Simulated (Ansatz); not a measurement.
# TaN (Fm-3m) in Ansatz: equation of state

Aim: energy against volume of TaN in PBEsol, for its equilibrium volume and stiffness.

All numbers are computed with Ansatz 0.2.0; they aren't measurements. Logs are shortened: lines on timing, memory, paths and dates and some standing lists are left out, and cuts for length are marked.

## Step 1: The structure

Symmetry: Fm-3m, No. 225, cubic system. The conventional cell has a = 4.423 Å, b = 4.423 Å, c = 4.423 Å, α = 90.00°, β = 90.00°, γ = 90.00°. Ta (site symmetry m-3m) has 6 N at 2.21 Å as nearest neighbours. N (site symmetry m-3m) is surrounded by 6 Ta at 2.21 Å.

The cell comes from a database or a generator and needn't be the stable form of this composition.

## Step 2: Single point, PBEsol, 10.16 Å³/atom (volume scaled by 0.94)

input.yaml reads:

```yaml
crystal:
  lattice:
    - [0.0, 2.1661812927, 2.1661812927]
    - [2.1661812927, 0.0, 2.1661812927]
    - [2.1661812927, 2.1661812927, 0.0]
  atoms:
    - { symbol: Ta, position: [0.5, 0.5, 0.5] }
    - { symbol: "N", position: [0.0, 0.0, 0.0] }
hamiltonian:
  xc: pbesol
  pseudopotentials: { kind: paw }
kpoints:
  mp_grid: { grid: [10, 10, 10] }
scf:
  occupations: { method: fermi_dirac, width: 0.05 }
output:
  forces: true
  stress: true
  eigenvalues: true
```

Potentials or basis: Ansatz PAW.

The run is started by

```console
> ansatz run input.yaml --threads 2 --pin off --max-ram 5632MiB --backend cpu --events-out ev --progress --plain --runs-dir out
```

Log:

```text
Warning: RAYON_NUM_THREADS=2 ignored (pool sized by the plan → 2); use --threads N
Engine: ansatz 0.2.0, aarch64-unknown-linux-gnu
Pseudopotentials: kind: paw
Pseudopotential: Ta, paw, valence charge 13, recommended cutoff 420 eV (normal), Ta.paw.azcp
Pseudopotential: N, paw, valence charge 5, recommended cutoff 420 eV (normal), N.paw.azcp
Functional definition: PBEsol
  exchange = pbesol_x
  correlation = pbesol_c
Crystal: 2 atoms, lattice volume = 20.329 Å³
Basis set: ecut = 420 eV, 411 PW (Γ), exchange–correlation on 48×48×48 points (8 copies of the dense FFT grid, shifted against one another)
Bands: 13, of which v1, the nominal top of the filled ones, is band 9 counted from 1 (8 counted from 0)
Symmetry: 48 space group operations
Space group: Fm-3m (ITA 225), of the structure as read, at distance tolerance 2.7e-5 Å
k-points: 47 of 1000
Non-local potential: Ta, projectors of the file, l = 0: 3, l = 1: 2, l = 2: 2, l = 3: 1
Non-local potential: N, projectors of the file, l = 0: 2, l = 1: 2, l = 2: 1
PAW form: soft (Blöchl's): semilocal exchange-correlation on the pseudo side does not see the compensation charge
PAW frozen core: Ta, regenerated for the run's functional, and the local potential with it (the file was generated under x = pbe(κ = 0.804, μ = 0.2195149727645171), c = pbe(β = 0.06672455060314922))
PAW frozen core: N, regenerated for the run's functional, and the local potential with it (the file was generated under x = pbe(κ = 0.804, μ = 0.2195149727645171), c = pbe(β = 0.06672455060314922))
PAW one-centre angular grid: Ta, 590 points (default); XC on 64 Gauss nodes
PAW one-centre angular grid: N, 110 points (default); XC on 64 Gauss nodes
Initial density: superposition of atomic densities (neutral atoms: chi_scale 0, normalization atom), corrected by the library's trained network
Initial wavefunctions: pseudopotential atomic-orbital guess
Functional: x = pbesol(κ = 0.804, μ = 0.12345679012345678), c = pbesol(β = 0.046)
SCF iter   1: F=—  HF=-10187.063880 eV  |F-HF|=—  |Δ(HF+E_count)|=         —  Δρ=1.41e-2  dr2=4.01e-2  ethr=1.77e-3  ⟨swp⟩=6.1  Hψ=7248  notcnv=0  defer=10
automatic band count: the SCF goes on with 17 bands, as 13 were too few: the levels above may hold too much charge
preconditioner: auto → none  [metal: Δε(μ)=0.052 eV  Ē_g=16.041 eV  σ=0.050 eV  W_gap=0.25  n_scr=8 (ndim 8)  ℏωp=26.0 eV  f_vac=0.000  D(μ)=0.81/eV (n_scr^D=8)  sad-step TF]
SCF iter   2: F=—  HF=-10187.058509 eV  |F-HF|=—  |Δ(HF+E_count)|=   5.37e-3  Δρ=9.24e-3  dr2=1.89e-2  ethr=2.23e-4  ⟨swp⟩=1.3  Hψ=1187  notcnv=0  defer=35
SCF iter   3: F=—  HF=-10187.053894 eV  |F-HF|=—  |Δ(HF+E_count)|=   4.61e-3  Δρ=9.00e-4  dr2=1.08e-4  ethr=1.05e-4  ⟨swp⟩=2.3  Hψ=1108  notcnv=0  defer=36
SCF iter   4: F=—  HF=-10187.053841 eV  |F-HF|=—  |Δ(HF+E_count)|=   5.33e-5  Δρ=1.17e-4  dr2=3.30e-6  ethr=5.98e-7  ⟨swp⟩=2.6  Hψ=1160  notcnv=0  defer=36
SCF iter   5: F=—  HF=-10187.053836 eV  |F-HF|=—  |Δ(HF+E_count)|=   4.65e-6  Δρ=1.31e-5  dr2=1.20e-8  ethr=1.83e-8  ⟨swp⟩=2.6  Hψ=1078  notcnv=0  defer=36
SCF iter   6: F=-10187.053836 eV  HF=-10187.053836 eV  |F-HF|=1.40e-10  |Δ(HF+E_count)|=   3.12e-9  Δρ=1.64e-6  dr2=1.09e-10  ethr=6.65e-11  ⟨swp⟩=5.5  Hψ=3182  notcnv=0
SCF 1 converged in 6 iterations: F = -10187.053836 eV  dr2 = 1.09e-10
SCF converged after 6 iterations
Free energy (F): -10187.053836 eV
Harris-Foulkes:  -10187.053836 eV  (|F-HF|=1.40e-10)
Internal energy: -10187.048297 eV  (E = F + TS)
E sigma→0 (E₀):  -10187.051067 eV
Entropy (-TS):   -0.005539 eV (-2.770 meV/atom)
Fermi energy:    22.623362 eV
--- Per-component energies (eV) ---
  E_band       = -29.301429
  E_kinetic    = 503.976645
  E_local      = -554.184700  (includes V_loc(G=0)·N_el)
  E_nonlocal   = 63.447074
  E_hartree    = 188.202495
  E_xc         = -279.154353
  E_vxc        = -283.328872  (∫ρ·V_xc dr)
  E_paw        = -8395.976081  (= ΣΔE_a)
  E_vpaw       = -135.616847  (= ΣTr[D̂ρ^β])
  E_aug_tail   = 0.000269  (compensation charges beyond the density's cutoff)
  E_ewald      = -1713.601390
  E_core_change = 0.241745  (= ΣΔE_core)
  E_smearing   = -0.005539  (= −TS)
  E_closure    = -0.000000  (closes the sum)
  Σ components = -10187.053836   (vs F -10187.053836, Δ=0.00e0)
--- Forces (eV/Å), atoms counted from 1 ---
  atom   1  Ta     0.00000000    -0.00000000    -0.00000000
  atom   2  N     -0.00000000     0.00000000    -0.00000000
  max |Σ_I F_I| component: 3.85e-29 eV/Å
--- Stress (GPa, compression-positive) ---
       11.263841       0.000000      -0.000000
        0.000000      11.263841      -0.000000
        0.000000      -0.000000      11.263841
  P = ⅓ Tr σ = 11.2638 GPa (112.638 kbar)
--- Band table (eV; the first three rows and the last of 47) ---
  k-point 0: bands = ["-46.7471", "-12.9803", "-12.9803", "-12.9803", "3.4526", "18.6880", "18.6880", "18.6880", "20.3459", "20.3459", "20.3459", "22.6471", "22.6471", "24.5230", "31.7374", "47.5864", "47.5864"]
  k-point 1: bands = ["-46.7404", "-13.0863", "-12.9895", "-12.9895", "3.7153", "17.5367", "17.8814", "17.8814", "20.7298", "20.7298", "20.8248", "23.6348", "23.6348", "25.2137", "32.5104", "44.5743", "45.8127"]
  k-point 2: bands = ["-46.7227", "-13.3546", "-13.0135", "-13.0135", "4.4299", "15.6421", "16.6114", "16.6114", "21.4161", "21.5951", "21.5951", "25.6487", "25.6487", "26.6676", "34.3520", "41.2009", "42.4931"]
  k-point 46: bands = ["-46.6526", "-13.6671", "-13.5042", "-13.3473", "5.3924", "15.1071", "15.6592", "15.7140", "21.2247", "23.5805", "26.4459", "26.8050", "27.6726", "32.5525", "33.9709", "36.0501", "38.7011"]
```

Wall time 0.94 s (2 threads of Arm Neoverse V2, shared host); peak memory 0.28 GiB.

What came out:

```
Free energy            : -10187.0538 eV
Pressure               : 11.3 GPa
Band gap on the k mesh : none (metal or under the smearing width)
```

Caveat: the pressure holds a Pulay correction of +0.5 GPa for the finite cutoff; the PAW data sets come from PBE, with cores solved anew for the run's functional, which leaves a small shift of forces and pressure.

## Step 3: Single point, PBEsol, 10.38 Å³/atom (volume scaled by 0.96)

Edit input.yaml of step 2 so:

```diff
@@ -2,5 +2,5 @@
   lattice:
-    - [0.0, 2.1661812927, 2.1661812927]
-    - [2.1661812927, 0.0, 2.1661812927]
-    - [2.1661812927, 2.1661812927, 0.0]
+    - [0.0, 2.1814365931, 2.1814365931]
+    - [2.1814365931, 0.0, 2.1814365931]
+    - [2.1814365931, 2.1814365931, 0.0]
   atoms:
@@ -19 +19,5 @@
   eigenvalues: true
+  write_density: true
+  write_potential: true
+  elf: true
+  volumetric_format: npy
```

Potentials or basis: Ansatz PAW.

The run is started by

```console
> ansatz run input.yaml --threads 2 --pin off --max-ram 5632MiB --backend cpu --events-out ev --progress --plain --runs-dir out
```

Log:

```text
Warning: RAYON_NUM_THREADS=2 ignored (pool sized by the plan → 2); use --threads N
Engine: ansatz 0.2.0, aarch64-unknown-linux-gnu
Pseudopotentials: kind: paw
Pseudopotential: Ta, paw, valence charge 13, recommended cutoff 420 eV (normal), Ta.paw.azcp
Pseudopotential: N, paw, valence charge 5, recommended cutoff 420 eV (normal), N.paw.azcp
Functional definition: PBEsol
  exchange = pbesol_x
  correlation = pbesol_c
Crystal: 2 atoms, lattice volume = 20.761 Å³
Basis set: ecut = 420 eV, 411 PW (Γ), exchange–correlation on 48×48×48 points (8 copies of the dense FFT grid, shifted against one another)
Bands: 13, of which v1, the nominal top of the filled ones, is band 9 counted from 1 (8 counted from 0)
Symmetry: 48 space group operations
Space group: Fm-3m (ITA 225), of the structure as read, at distance tolerance 2.7e-5 Å
k-points: 47 of 1000
Non-local potential: Ta, projectors of the file, l = 0: 3, l = 1: 2, l = 2: 2, l = 3: 1
Non-local potential: N, projectors of the file, l = 0: 2, l = 1: 2, l = 2: 1
PAW form: soft (Blöchl's): semilocal exchange-correlation on the pseudo side does not see the compensation charge
PAW frozen core: Ta, regenerated for the run's functional, and the local potential with it (the file was generated under x = pbe(κ = 0.804, μ = 0.2195149727645171), c = pbe(β = 0.06672455060314922))
PAW frozen core: N, regenerated for the run's functional, and the local potential with it (the file was generated under x = pbe(κ = 0.804, μ = 0.2195149727645171), c = pbe(β = 0.06672455060314922))
PAW one-centre angular grid: Ta, 590 points (default); XC on 64 Gauss nodes
PAW one-centre angular grid: N, 110 points (default); XC on 64 Gauss nodes
Initial density: superposition of atomic densities (neutral atoms: chi_scale 0, normalization atom), corrected by the library's trained network
[... 11 lines left out ...]
SCF converged after 6 iterations
Free energy (F): -10187.072989 eV
Harris-Foulkes:  -10187.072989 eV  (|F-HF|=1.51e-10)
Internal energy: -10187.067296 eV  (E = F + TS)
E sigma→0 (E₀):  -10187.070143 eV
Entropy (-TS):   -0.005694 eV (-2.847 meV/atom)
Fermi energy:    22.119079 eV
--- Per-component energies (eV) ---
  E_band       = -37.539230
  E_kinetic    = 502.270663
  E_local      = -568.474464  (includes V_loc(G=0)·N_el)
  E_nonlocal   = 63.092588
  E_hartree    = 191.758374
  E_xc         = -278.637849
  E_vxc        = -282.657476  (∫ρ·V_xc dr)
  E_paw        = -8395.700818  (= ΣΔE_a)
  E_vpaw       = -135.287535  (= ΣTr[D̂ρ^β])
  E_aug_tail   = 0.000237  (compensation charges beyond the density's cutoff)
  E_ewald      = -1701.617771
  E_core_change = 0.241745  (= ΣΔE_core)
  E_smearing   = -0.005694  (= −TS)
  E_closure    = 0.000000  (closes the sum)
  Σ components = -10187.072989   (vs F -10187.072989, Δ=0.00e0)
--- Forces (eV/Å), atoms counted from 1 ---
  atom   1  Ta     0.00000000    -0.00000000    -0.00000000
  atom   2  N     -0.00000000     0.00000000     0.00000000
  max |Σ_I F_I| component: 3.27e-29 eV/Å
--- Stress (GPa, compression-positive) ---
        3.092712      -0.000000      -0.000000
        0.000000       3.092712      -0.000000
        0.000000      -0.000000       3.092712
  P = ⅓ Tr σ = 3.0927 GPa (30.927 kbar)
--- Band table (eV; the first three rows and the last of 47) ---
  k-point 0: bands = ["-47.2847", "-13.5251", "-13.5251", "-13.5251", "3.1199", "18.2419", "18.2419", "18.2419", "19.9025", "19.9025", "19.9025", "22.1371", "22.1371", "23.8298", "31.2322", "46.6606", "46.6606"]
  k-point 1: bands = ["-47.2786", "-13.6225", "-13.5337", "-13.5337", "3.3718", "17.1067", "17.4577", "17.4577", "20.2758", "20.2758", "20.3627", "23.0964", "23.0964", "24.5255", "31.9839", "43.6949", "44.9245"]
  k-point 2: bands = ["-47.2626", "-13.8698", "-13.5562", "-13.5562", "4.0585", "15.2368", "16.2189", "16.2189", "20.9337", "21.1184", "21.1184", "25.0570", "25.0570", "25.9810", "33.7593", "40.3784", "41.6718"]
  k-point 46: bands = ["-47.1995", "-14.1613", "-14.0105", "-13.8644", "5.0221", "14.7268", "15.2203", "15.3006", "20.7513", "23.0521", "25.8154", "26.1348", "26.9818", "31.7615", "33.2491", "35.2916", "37.8521"]
```

rho_z.tsv:

```text
# z_ang	rho[e/angstrom^3]
# format = ansatz-planar-average/11
# lattice	0.000000000	2.181436593	2.181436593
# lattice	2.181436593	0.000000000	2.181436593
# lattice	2.181436593	2.181436593	0.000000000
# sites	2
# site	73	2.181436593	2.181436593	2.181436593
# site	7	0.000000000	0.000000000	0.000000000
0.000000	7.732014e-1
0.128542	7.638233e-1
0.257085	7.361499e-1
0.385627	6.983922e-1
0.514170	6.725223e-1
0.642712	6.837218e-1
[... 16 lines left out ...]
2.827932	7.361499e-1
2.956475	7.638233e-1
```

It took 1.2 s on 2 threads of Arm Neoverse V2, shared host; peak memory 0.28 GiB.

Results:

| Property | Result |
| --- | --- |
| Free energy | -10187.0730 eV |
| Pressure | 3.1 GPa |
| Band gap on the k mesh | none (metal or under the smearing width) |

Caveat: the pressure holds a Pulay correction of +0.5 GPa for the finite cutoff; the PAW data sets come from PBE, with cores solved anew for the run's functional, which leaves a small shift of forces and pressure.

## Step 4: Single point, PBEsol, 10.60 Å³/atom (volume scaled by 0.98)

Edit input.yaml of step 3 so:

```diff
@@ -2,5 +2,5 @@
   lattice:
-    - [0.0, 2.1814365931, 2.1814365931]
-    - [2.1814365931, 0.0, 2.1814365931]
-    - [2.1814365931, 2.1814365931, 0.0]
+    - [0.0, 2.1964814589, 2.1964814589]
+    - [2.1964814589, 0.0, 2.1964814589]
+    - [2.1964814589, 2.1964814589, 0.0]
   atoms:
```

The run is started by

```console
> ansatz run input.yaml --threads 2 --pin off --max-ram 5632MiB --backend cpu --events-out ev --progress --plain --runs-dir out
```

It took 1.2 s on 2 threads of Arm Neoverse V2, shared host; peak memory 0.28 GiB.

It converged, with:

```
Free energy            : -10187.0713 eV
Pressure               : -4.2 GPa
Band gap on the k mesh : none (metal or under the smearing width)
```

Caveat: the pressure holds a Pulay correction of +0.5 GPa for the finite cutoff; the PAW data sets come from PBE, with cores solved anew for the run's functional, which leaves a small shift of forces and pressure.

## Step 5: Single point, PBEsol, 10.81 Å³/atom

input.yaml reads:

```yaml
crystal:
  lattice:
    - [0.0, 2.211323, 2.211323]
    - [2.211323, 0.0, 2.211323]
    - [2.211323, 2.211323, 0.0]
  atoms:
    - { symbol: Ta, position: [0.5, 0.5, 0.5] }
    - { symbol: "N", position: [0.0, 0.0, 0.0] }
hamiltonian:
  xc: pbesol
  pseudopotentials: { kind: paw }
kpoints:
  mp_grid: { grid: [10, 10, 10] }
scf:
  occupations: { method: fermi_dirac, width: 0.05 }
output:
  forces: true
  stress: true
  eigenvalues: true
```

The run is started by

```console
> ansatz run input.yaml --threads 2 --pin off --max-ram 5632MiB --backend cpu --events-out ev --progress --plain --runs-dir out
```

It took 0.93 s on 2 threads of Arm Neoverse V2, shared host; peak memory 0.28 GiB.

Results (log left out):

* Free energy: -10187.0510 eV
* Pressure: -10.7 GPa
* Band gap on the k mesh: none (metal or under the smearing width)

Caveat: the pressure holds a Pulay correction of +0.5 GPa for the finite cutoff; the PAW data sets come from PBE, with cores solved anew for the run's functional, which leaves a small shift of forces and pressure.

## Step 6: Single point, PBEsol, 11.03 Å³/atom (volume scaled by 1.02)

Edit input.yaml of step 5 so:

```diff
@@ -2,5 +2,5 @@
   lattice:
-    - [0.0, 2.211323, 2.211323]
-    - [2.211323, 0.0, 2.211323]
-    - [2.211323, 2.211323, 0.0]
+    - [0.0, 2.22596795, 2.22596795]
+    - [2.22596795, 0.0, 2.22596795]
+    - [2.22596795, 2.22596795, 0.0]
   atoms:
@@ -19 +19,5 @@
   eigenvalues: true
+  write_density: true
+  write_potential: true
+  elf: true
+  volumetric_format: npy
```

Potentials or basis: Ansatz PAW.

The run is started by

```console
> ansatz run input.yaml --threads 2 --pin off --max-ram 5632MiB --backend cpu --events-out ev --progress --plain --runs-dir out
```

It took 1.2 s on 2 threads of Arm Neoverse V2, shared host; peak memory 0.28 GiB.

Results (log left out):

| Quantity | Value |
| --- | --- |
| Free energy | -10187.0139 eV |
| Pressure | -16.6 GPa |
| Band gap on the k mesh | none (metal or under the smearing width) |

Caveat: the pressure holds a Pulay correction of +0.5 GPa for the finite cutoff; the PAW data sets come from PBE, with cores solved anew for the run's functional, which leaves a small shift of forces and pressure.

## Step 7: Single point, PBEsol, 11.25 Å³/atom (volume scaled by 1.04)

input.yaml reads:

```yaml
crystal:
  lattice:
    - [0.0, 2.2404226923, 2.2404226923]
    - [2.2404226923, 0.0, 2.2404226923]
    - [2.2404226923, 2.2404226923, 0.0]
  atoms:
    - { symbol: Ta, position: [0.5, 0.5, 0.5] }
    - { symbol: "N", position: [0.0, 0.0, 0.0] }
hamiltonian:
  xc: pbesol
  pseudopotentials: { kind: paw }
kpoints:
  mp_grid: { grid: [10, 10, 10] }
scf:
  occupations: { method: fermi_dirac, width: 0.05 }
output:
  forces: true
  stress: true
  eigenvalues: true
```

The run is started by

```console
> ansatz run input.yaml --threads 2 --pin off --max-ram 5632MiB --backend cpu --events-out ev --progress --plain --runs-dir out
```

Wall time 0.93 s (2 threads of Arm Neoverse V2, shared host); peak memory 0.28 GiB.

It converged, with:

| Property | Result |
| --- | --- |
| Free energy | -10186.9620 eV |
| Pressure | -21.8 GPa |
| Band gap on the k mesh | none (metal or under the smearing width) |

Caveat: the pressure holds a Pulay correction of +0.5 GPa for the finite cutoff; the PAW data sets come from PBE, with cores solved anew for the run's functional, which leaves a small shift of forces and pressure.

## Step 8: Single point, PBEsol, 11.46 Å³/atom (volume scaled by 1.06)

Edit input.yaml of step 7 so:

```diff
@@ -2,5 +2,5 @@
   lattice:
-    - [0.0, 2.2404226923, 2.2404226923]
-    - [2.2404226923, 0.0, 2.2404226923]
-    - [2.2404226923, 2.2404226923, 0.0]
+    - [0.0, 2.2546932853, 2.2546932853]
+    - [2.2546932853, 0.0, 2.2546932853]
+    - [2.2546932853, 2.2546932853, 0.0]
   atoms:
```

The run is started by

```console
> ansatz run input.yaml --threads 2 --pin off --max-ram 5632MiB --backend cpu --events-out ev --progress --plain --runs-dir out
```

It took 0.95 s on 2 threads of Arm Neoverse V2, shared host; peak memory 0.28 GiB.

The run converged. Its results:

| Quantity | Value |
| --- | --- |
| Free energy | -10186.8967 eV |
| Pressure | -26.5 GPa |
| Band gap on the k mesh | none (metal or under the smearing width) |

Caveat: the pressure holds a Pulay correction of +0.5 GPa for the finite cutoff; the PAW data sets come from PBE, with cores solved anew for the run's functional, which leaves a small shift of forces and pressure.

## Step 9: Equation of state, PBEsol

Potentials or basis: Ansatz PAW.

This step only gathers the single runs of the series.

Results:

| Property | Result |
| --- | --- |
| Equilibrium volume | 10.47 Å³/atom |
| Bulk modulus | 357 GPa |
| Pressure derivative of the bulk modulus | 4.5 |

Energy against volume, from the lowest point:
```tsv
volume (Å³/atom)	energy (meV/atom)
10.164	9.58
10.381	0.00
10.597	0.84
10.813	10.99
11.030	29.55
11.246	55.51
11.462	88.13
```

Spin-orbit coupling is left out, which matters for the levels of Ta.
